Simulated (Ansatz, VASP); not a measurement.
# One calculation of SnH5, two programs

```
CELL_PARAMETERS angstrom
2.55811 0.00000 0.00000
0.00000 2.55811 0.00000
0.00000 0.00000 10.83609
ATOMIC_POSITIONS crystal
Sn 0.50000 0.50000 0.00000
H 0.50000 0.50000 0.33448
H 0.50000 0.50000 0.66552
H 0.00000 0.00000 0.17599
H 0.00000 0.00000 0.82401
H 0.00000 0.00000 0.50000
```

Change from the starting cell: species swapped into the Hf5Pb type (P4/mmm, No. 123).

Alike in both runs: task single point; functional PBE; k mesh 6 × 6 × 2; occupations gaussian, width 0.1 eV; no spin polarisation.

```csv
,VASP,Ansatz
version,VASP 6.6.1,Ansatz 0.2.0
potentials or method,"VASP PAW PBE potentials, release 64 (Sn_d, H)","scalar-relativistic, plane waves, PAW"
plane-wave cutoff (eV),520,420
valence electrons in the cell,19,19
```

|  | VASP | Ansatz | Ansatz less VASP |
| --- | --- | --- | --- |
| gap on the k mesh at the Fermi level (eV) | none | none | - |
| pressure (GPa) | 4.4 | 4.5 | +0.11 |
| largest component of the traceless stress (GPa) | 19.99 | 20.00 | +0.011 |
| rms of the force components (eV/Å) | 0.145 | 0.146 | +0.0002 |

Atom by atom the forces differ by 0.000 eV/Å (rms over components). A gap of «none» marks a metal or a gap that the smearing closes. With one functional, cell and mesh, what is left measures potentials, basis and numerics.

Caveats: the k mesh is coarse (spacing up to 0.41 Å⁻¹), so the values aren't converged.
